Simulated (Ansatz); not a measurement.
**SiC (P6_3mc), random displacements**

Level of theory: DFT r2SCAN, scalar-relativistic, plane waves, PAW in Ansatz. Settings: plane waves to 500 eV, k-mesh 12×12×6 (Γ-centred), Gaussian smearing 0.05 eV. No spin polarisation. Energies are free energies at this smearing, counted from the undisturbed cell; pressure is positive in compression.

Zero of the scan (relaxed at this level):

```
CELL_PARAMETERS angstrom
3.07520 0.00000 0.00000
-1.53760 2.66320 0.00000
0.00000 0.00000 5.04817
ATOMIC_POSITIONS crystal
Si 0.33333 0.66667 0.00460
Si 0.66667 0.33333 0.50460
C 0.33333 0.66667 0.38040
C 0.66667 0.33333 0.88040
```

The atoms are displaced (Å, in the unstrained cell):

| atom | ux | uy | uz |
| --- | --- | --- | --- |
| Si1 | 0.052 | -0.140 | 0.056 |
| Si2 | -0.112 | 0.332 | 0.062 |
| C3 | 0.014 | -0.062 | -0.067 |
| C4 | 0.046 | -0.130 | -0.051 |

Strain (Voigt, engineering shear): (0.0026, 0.0931, -0.0820, -0.1092, -0.1092, -0.0393).

Question: What are the energy change, the stress and the forces?

Answer: ΔE = 841.5 meV/atom; stress (xx, yy, zz, yz, xz, xy; compression positive) (10.52, -18.68, 75.45, 9.73, 25.22, -3.01) GPa; gap on the mesh 0.46 eV.
```
atom Fx (eV/Å) Fy Fz
 Si1       1.04   0.82  -5.25
 Si2       4.95  -3.07  -0.43
  C3      -4.28   2.13   4.41
  C4      -1.71   0.12   1.27
```

Cost: 1 run of about 0.75 core-minutes, on Oxide Virtual Turin-like Processor (Zen 5) (shared hosts).